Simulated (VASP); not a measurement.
This VASP 6.6.1 run on Ga needs a look.

POSCAR

```
Ga
1.0
    1.3830000000     -4.0265000000      0.0000000000
    1.3830000000      4.0265000000      0.0000000000
   -0.1174474948      0.0000000000      3.3299294416
Ga
2
Direct
    0.1310000000      0.8690000000      0.7500000000
    0.8690000000      0.1310000000      0.2500000000
```

File INCAR.step1:

```
SYSTEM = Ga
PREC = Accurate ; ENCUT = 520
EDIFF = 1E-6 ; ISMEAR = -1
SIGMA = 0.05 ; LREAL = .FALSE.
LASPH = .TRUE. ; NELM = 55
ALGO = Normal ; ISIF = 2
LWAVE = .FALSE. ; LCHARG = .TRUE.
GGA = PS ; NBANDS = 20
LDAU = .TRUE. ; LDAUTYPE = 2
LDAUL = 2 2 2 2 2 ; LDAUU = 4
```

Contents of KPOINTS.step1:

```
Automatic mesh
0
G
  7 7 6
  0 0 0
```

File INCAR.step2:

```
SYSTEM = Ga
PREC = Accurate ; ENCUT = 520
EDIFF = 1E-6 ; ISMEAR = 0
SIGMA = 0.05 ; LREAL = .FALSE.
LASPH = .TRUE. ; NELM = 55
ALGO = Normal ; ISIF = 2
LWAVE = .FALSE. ; LCHARG = .FALSE.
GGA = PS ; NBANDS = 20
LDAU = .TRUE. ; LDAUTYPE = 2
LDAUL = 2 2 2 2 2 ; LDAUU = 4
ICHARG = 11
```

KPOINTS.step2

```
path GYFHZIF1,H1Y1XGN,MG
20
line-mode
reciprocal
 0.0000000000  0.0000000000  0.0000000000  G
-0.2794936799 -0.2794936799  0.0025046701  Y

-0.2794936799 -0.2794936799  0.0025046701  Y
-0.2865069778 -0.2865069778  0.4818696886  F

-0.2865069778 -0.2865069778  0.4818696886  F
-0.2724803819 -0.2724803819  0.5231396517  H

-0.2724803819 -0.2724803819  0.5231396517  H
 0.0000000000  0.0000000000  0.5000000000  Z

 0.0000000000  0.0000000000  0.5000000000  Z
-0.5000000000  0.5000000000  0.5000000000  I

-0.5000000000  0.5000000000  0.5000000000  I
-0.7134930222  0.2865069778  0.5181303114  F1

-0.7275196181  0.2724803819  0.4768603483  H1
-0.7205063201  0.2794936799 -0.0025046701  Y1

-0.7205063201  0.2794936799 -0.0025046701  Y1
-0.5000000000  0.5000000000  0.0000000000  X

-0.5000000000  0.5000000000  0.0000000000  X
 0.0000000000  0.0000000000  0.0000000000  G

 0.0000000000  0.0000000000  0.0000000000  G
-0.5000000000  0.0000000000  0.0000000000  N

-0.5000000000  0.0000000000  0.5000000000  M
 0.0000000000  0.0000000000  0.0000000000  G
```

Potentials or basis: VASP PAW PBE potentials, release 64 (Ga_d).

Command:

```bash
$ cat potpaw_PBE.64/Ga_d/POTCAR > POTCAR
$ cp INCAR.step1 INCAR
$ cp KPOINTS.step1 KPOINTS
$ mpirun -np 1 vasp_std > vasp.out
$ cp INCAR.step2 INCAR
$ cp KPOINTS.step2 KPOINTS
$ mpirun -np 1 vasp_std > vasp.out
```

OUTCAR:

```text
SYSTEM = Ga
   PREC = Accurate
   ENCUT = 520
   EDIFF = 1E-6
   ISMEAR = 0
   LREAL = .FALSE.
   LASPH = .TRUE.
   NELM = 55
   ISIF = 2
   GGA = PS
   ICHARG = 11

 ion  position               nearest neighbor table
   1  0.131  0.869  0.750-   2 2.69   2 2.69   2 2.86   2 2.86   2 2.92   2 2.92
   2  0.869  0.131  0.250-   1 2.69   1 2.69   1 2.86   1 2.86   1 2.92   1 2.92

  LATTYP: Found a base centered monoclinic cell.
 ALAT       =     2.7660000000
 B/A-ratio  =     2.9114244396
 C/A-ratio  =     1.2046276211
[... 198 lines left out ...]
  Direction    XX          YY          ZZ          XY          YZ          ZX
  --------------------------------------------------------------------------------------
  -------------------------------------------------------------------------------------
  Total        4.3820557      2.3094554     -1.9162687      0.0000000      0.0000000     -0.1796405
  in kB      189.3100064     99.7712132    -82.7850802      0.0000000      0.0000000     -7.7606815
  external PRESSURE =      68.7653798 kB  Pullay stress =       0.0000000 kB

 VOLUME and BASIS-vectors are now :
 -----------------------------------------------------------------------------
  energy-cutoff  :      520.00
  volume of cell :       37.09
      direct lattice vectors                 reciprocal lattice vectors
     1.383000000 -4.026500000  0.000000000     0.361532899 -0.124177325  0.012751361
     1.383000000  4.026500000  0.000000000     0.361532899  0.124177325  0.012751361
    -0.117447495  0.000000000  3.329929442     0.000000000  0.000000000  0.300306663

 POSITION                                       TOTAL-FORCE (eV/Angst)
 -----------------------------------------------------------------------------------
      1.29491      2.97156      2.49745        -0.000000     -0.218399     -0.000000
      1.35364     -2.97156      0.83248         0.000000      0.218399      0.000000
 -----------------------------------------------------------------------------------
    total drift:                               -0.000000     -0.000000      0.000000

  FREE ENERGIE OF THE ION-ELECTRON SYSTEM (eV)
  ---------------------------------------------------
  free  energy   TOTEN  =        -6.2412035899 eV

  energy  without entropy=       -6.2405518853  energy(sigma->0) =       -6.24087774
```

On the terminal:

```text
POSCAR found type information on POSCAR Ga
 POSCAR found :  1 types and       2 ions
 scaLAPACK will be used
 -----------------------------------------------------------------------------
|                                                                             |
|                                                                             |
|     You enforced a specific xc type in the INCAR file but a different       |
|     I HOPE YOU KNOW WHAT YOU ARE DOING!                                     |
|                                                                             |
 -----------------------------------------------------------------------------

 LDA part: xc-table for (Slater+PW92), standard interpolation
 WARNING: stress and forces are not correct
 POSCAR, INCAR and KPOINTS ok, starting setup
 FFT: planning ... GRIDC
 FFT: planning ... GRID_SOFT
 FFT: planning ... GRID
 WAVECAR not read
 charge density read from file: CHGCAR, Ga
 WARNING: random wavefunctions but no delay for mixing, default for NELMDL
 entering main loop
```

Q: How did it end, and where is the flaw?

A: Self-consistency was reached. The input holds a flaw that was put in on purpose: wrong count of Hubbard values (LDAU = yes; LDAUTYPE = 2; LDAUL = 2 2 2 2 2; LDAUU = 4). The program doesn't stop on it, so the numbers can't be trusted though the run ends normally.
